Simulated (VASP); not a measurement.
Write the native input for VASP 6.6.1 that does the following.

```
Task                   : relaxation of cell and atoms
Functional             : PBE
Potentials or basis    : VASP PAW PBE potentials, release 64 (Ga_d, N)
Cutoff                 : 520 eV
k mesh                 : 4 × 4 × 4
Occupations            : gaussian, width 0.02 eV
Spin                   : no spin polarisation
Further INCAR settings : ALGO = Normal; EDIFF = 1e-07; IBRION = 2; EDIFFG = -0.002; NSW = 80; ISIF = 3
```

The structure of GaN lies in POSCAR:

```
GaN
1.0
    0.0000000000      2.2535006100      2.2535006100
    2.2535006100      0.0000000000      2.2535006100
    2.2535006100      2.2535006100      0.0000000000
Ga N
1 1
Direct
    0.0000000000      0.0000000000      0.0000000000
    0.7500000000      0.7500000000      0.7500000000
```

The cell is a database's computed one.

These files were run (other wordings do the same):

INCAR

```
ALGO     = Normal         # electronic algorithm
EDIFF    = 1E-7           # SCF threshold, eV
EDIFFG   = -0.002         # ionic threshold
ENCUT    = 520            # plane-wave cutoff, eV
GGA      = PE             # functional
IBRION   = 2              # ionic algorithm
ISIF     = 3              # what is computed and relaxed
ISMEAR   = 0              # smearing method
LASPH    = True           # aspherical terms in the spheres
LCHARG   = False          # write CHGCAR
LREAL    = False          # projectors in reciprocal space
LWAVE    = False          # write WAVECAR
NELM     = 100            # most SCF steps
NSW      = 80             # ionic steps
PREC     = Accurate       # precision mode
SIGMA    = 0.02           # smearing width, eV
```

KPOINTS

```
k-points
0
Gamma
  4 4 4
```

Potentials or basis: VASP PAW PBE potentials, release 64 (Ga_d, N).

The run is started by

```bash
$ cat potpaw_PBE.64/Ga_d/POTCAR potpaw_PBE.64/N/POTCAR > POTCAR
$ mpirun -np 1 vasp_std > vasp.out
```

Results of the run:

```yaml
Relaxed_volume: 11.76 Å³/atom
Relaxed_cell: a = 3.216 Å, b = 3.216 Å, c = 3.216 Å, α = 60.00°, β = 60.00°, γ = 60.00°
Space_group_after_relaxing_to_0.05_Å: F-43m (No. 216)
Energy_gained_by_relaxing: 4.8 meV/atom
Ionic_steps: 3
Pressure_after_relaxing: 0.0 GPa
Band_gap_on_the_k_mesh: 1.53 eV, direct
```

Caveat: the k mesh is coarse (spacing up to 0.60 Å⁻¹), so the values aren't converged.

Run time: 6 s on 1 thread of Intel(R) Xeon(R) 6975P-C (Granite Rapids), on a shared host, peak memory 0.14 GiB.
